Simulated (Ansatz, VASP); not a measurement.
Two plane-wave programs on ZrB2

Contents of INCAR:

```
  ALGO = Normal
  EDIFF = 1E-8
  ENCUT = 520
  ISIF = 2
  ISMEAR = 0
  LASPH = T
  LCHARG = F
  LEFG = T
  LREAL = F
  LWAVE = F
  NBANDS = 16
  NELM = 100
  PREC = Accurate
  SIGMA = 0.1
```

Contents of KPOINTS:

```
k-points
0
Gamma
  18 18 12
```

Contents of POSCAR:

```
ZrB2
1.0
    3.1670000000      0.0000000000      0.0000000000
   -1.5835000000      2.7427024538      0.0000000000
    0.0000000000      0.0000000000      3.5310000000
Zr B
1 2
Direct
    0.0000000000      0.0000000000      0.0000000000
    0.3333333333      0.6666666667      0.5000000000
    0.6666666667      0.3333333333      0.5000000000
```

Input for Ansatz:

```yaml
crystal:
  lattice:
    - [3.167, 0.0, 0.0]
    - [-1.5835, 2.7427024538, 0.0]
    - [0.0, 0.0, 3.531]
  atoms:
    - { symbol: Zr, position: [0.0, 0.0, 0.0] }
    - { symbol: B, position: [0.3333333333, 0.6666666667, 0.5] }
    - { symbol: B, position: [0.6666666667, 0.3333333333, 0.5] }
scf:
  occupations: { method: gaussian, width: 0.1 }
output:
  forces: true
  stress: true
  eigenvalues: true
  efg: {}
  bader: true
  write_density: true
  write_potential: true
  elf: true
  volumetric_format: npy
kpoints:
  mp_grid: { grid: [18, 18, 12] }
hamiltonian:
  xc: lda
```

Alike in both runs: task electric field gradients; functional LDA; k mesh 18 × 18 × 12; occupations gaussian, width 0.1 eV; no spin polarisation.

|  | VASP | Ansatz |
| --- | --- | --- |
| version | VASP 6.6.1 | Ansatz 0.2.0 |
| potentials or method | VASP PAW LDA potentials, release 64 (Zr_sv, B) | scalar-relativistic, plane waves, PAW |
| plane-wave cutoff (eV) | 520 | 420 |
| valence electrons in the cell | 18 | 18 |

VASP gave:

* gap on the k mesh at the Fermi level (eV): none
* pressure (GPa): -7.8
* largest component of the traceless stress (GPa): 0.22
* Vzz of the field gradient on the site that differs most (V/Å²): 45.4

Task: Estimate Ansatz's values.

Result: gap on the k mesh at the Fermi level (eV): none; pressure (GPa): -8.2; largest component of the traceless stress (GPa): 0.18; Vzz of the field gradient on the site that differs most (V/Å²): 47.9.

A gap of «none» marks a metal or a gap that the smearing closes. Ansatz warned: «gradients_without_spin_orbit».
